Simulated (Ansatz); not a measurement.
## CoPtO2: relaxation of cell and atoms with PBEsol

CoPtO2:

```xyz
4
Lattice="1.4123 0.8154 5.9394 -1.4123 0.8154 5.9394 0.0000 -1.6307 5.9394" Properties=species:S:1:pos:R:3 pbc="T T T"
Pt    0.0000    0.0000    0.0000
Co    0.0000    0.0000    8.9091
O     0.0000    0.0000    2.0000
O     0.0000    0.0000   15.8182
```

The cell is a database's computed one.

| Item | Value |
| --- | --- |
| Program | Ansatz 0.2.0 |
| Task | relaxation of cell and atoms |
| Functional | PBEsol |
| Potentials or basis | all-electron LAPW, scalar-relativistic |
| Basis error allowed | 0.002 eV/atom |
| k mesh | 11 × 11 × 11 |
| Occupations | fermi-dirac, width 0.05 eV |
| Spin | collinear spin, ferromagnetic start |
| Starting moments | [0.0, 2.0, 0.0, 0.0] μB |
| Target pressure | 30 GPa |

The relaxed volume is 9.19 Å³/atom, the relaxed cell is a = 6.007 Å, b = 6.007 Å, c = 6.007 Å, α = 26.03°, β = 26.03°, γ = 26.03° and the space group after relaxing (to 0.05 Å) is R-3m (No. 166). The energy change on relaxing (the enthalpy is what falls) is +73.1 meV/atom, the ionic steps are 7 and the pressure after relaxing is 30.0 GPa. The net moment is 0.00 μB per cell and the absolute moment is 0.00 μB per cell.

The path:
| step | energy change (eV) | largest force (eV/Å) | volume (Å³) |
| --- | --- | --- | --- |
| 1 | 0.0000 | 0.0056 | 41.04 |
| 2 | 0.2934 | 0.7752 | 36.87 |
| 3 | 0.2866 | 0.3114 | 36.82 |
| 4 | 0.2886 | 0.0352 | 36.79 |
| 5 | 0.2936 | 0.0022 | 36.76 |
| 6 | 0.2925 | 0.0000 | 36.76 |
| 7 | 0.2925 | 0.0000 | 36.76 |

Final structure:
```
Pt Co O
1.0
     1.35268    0.78097    5.80020
    -1.35268    0.78097    5.80020
     0.00000   -1.56193    5.80020
Pt Co O
1 1 2
Cartesian
  0.0000 0.0000 0.0000
  0.0000 0.0000 8.7003
  0.0000 0.0000 1.9364
  0.0000 0.0000 15.4642
```

Wall time 4.6 min on 4 threads of Intel(R) Xeon(R) Platinum 8488C (Sapphire Rapids), with other jobs on the host, peak memory 2.1 GiB.

Caveat: the starting moments collapsed, and a magnetic state may lie lower; the starting moments weren't kept. The run has no spin-orbit coupling, so splittings on Pt are missing.
